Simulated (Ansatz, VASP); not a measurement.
## Two plane-wave programs on CuAu

File INCAR:

```
  ALGO = Fast
  EDIFF = 1E-6
  ENCUT = 520
  GGA = PE
  ISIF = 2
  ISMEAR = 0
  LASPH = T
  LCHARG = F
  LREAL = F
  LWAVE = F
  NBANDS = 18
  NELM = 100
  PREC = Accurate
  SIGMA = 0.15
```

The input KPOINTS:

```
k-points
0
Gamma
  18 18 14
```

POSCAR

```
CuAu
1.0
    2.7160000000      0.0000000000      0.0000000000
    0.0000000000      2.7160000000      0.0000000000
    0.0000000000      0.0000000000      3.5599000000
Cu Au
1 1
Direct
    0.5000000000      0.5000000000      0.5000000000
    0.0000000000      0.0000000000      0.0000000000
```

Input for Ansatz:

```yaml
crystal:
  lattice:
    - [2.716, 0.0, 0.0]
    - [0.0, 2.716, 0.0]
    - [0.0, 0.0, 3.5599]
  atoms:
    - { symbol: Cu, position: [0.5, 0.5, 0.5] }
    - { symbol: Au, position: [0.0, 0.0, 0.0] }
basis:
  ecutwfc: 420
kpoints:
  mp_grid: { grid: [18, 18, 14] }
hamiltonian:
  xc: pbe
scf:
  occupations: { method: gaussian, width: 0.15 }
output:
  forces: true
  stress: true
  eigenvalues: true
```

Change from the starting cell: strain -0.030 along x and y, -0.030 along z, atoms carried along.

Alike in both runs: task single point; functional PBE; k mesh 18 × 18 × 14; occupations gaussian, width 0.15 eV; no spin polarisation.

```csv
,VASP,Ansatz
version,VASP 6.6.1,Ansatz 0.2.0
potentials or method,"VASP PAW PBE potentials, release 64 (Cu, Au)","scalar-relativistic, plane waves, PAW"
plane-wave cutoff (eV),520,420
valence electrons in the cell,22,38
```

Ansatz gave:

```
gap on the k mesh at the Fermi level (eV)       : none
pressure (GPa)                                  : 27.2
largest component of the traceless stress (GPa) : 1.31
```

Which values does VASP return?

gap on the k mesh at the Fermi level (eV): none; pressure (GPa): 27.1; largest component of the traceless stress (GPa): 1.22.

A gap of «none» marks a metal or a gap that the smearing closes. The two sets of potentials don't hold the same shells in valence.

Caveats: so large a pressure means that the cell lies far from this level's equilibrium, or that cutoff or potentials fall short (VASP). The runs have no spin-orbit coupling, so splittings on Au are missing.
